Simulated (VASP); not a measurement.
Write the native input for VASP 6.6.1 that does the following.

* Task: Berry-phase polarisation
* Functional: PBE
* Potentials or basis: VASP PAW PBE potentials, release 64 (Al, O)
* Cutoff: 520 eV
* k mesh: 10 × 10 × 4
* Occupations: gaussian, width 0.02 eV
* Spin: no spin polarisation
* Further INCAR settings: ALGO = Normal; EDIFF = 1e-07

The structure of Al2O3 lies in POSCAR:

```
Al2O3
1.0
    3.0174825440      0.0000000000      0.0000000000
   -1.5087412720      2.6132165386      0.0000000000
    0.0000000000      0.0000000000      7.5746360022
Al O
2 3
Direct
    0.0000000000      0.0000000000      0.7220490000
    0.0000000000      0.0000000000      0.2779510000
    0.0000000000      0.0000000000      0.5000000000
    0.6666666667      0.3333333333      0.8005460000
    0.3333333333      0.6666666667      0.1994540000
```

Measurements of this composition are mostly on another form, of space group No. 167.

These files were run (other wordings do the same):

INCAR

```
SYSTEM = Al2O3
ALGO = Normal
EDIFF = 1E-7
ENCUT = 520
GGA = PE
ISIF = 2
ISMEAR = 0
LASPH = .TRUE.
LCALCPOL = .TRUE.
LCHARG = .FALSE.
LREAL = .FALSE.
LWAVE = .FALSE.
NELM = 60
PREC = Accurate
SIGMA = 0.02
```

KPOINTS

```
k-points
0
G
  10 10 4
  0 0 0
```

Potentials or basis: VASP PAW PBE potentials, release 64 (Al, O).

Command:

```sh
$ cat potpaw_PBE.64/Al/POTCAR potpaw_PBE.64/O/POTCAR > POTCAR
$ mpirun -np 1 vasp_std > vasp.out
```

Wall time 33 s on 1 thread of Intel(R) Xeon(R) 6975P-C (Granite Rapids) (shared host), peak memory 0.22 GiB.
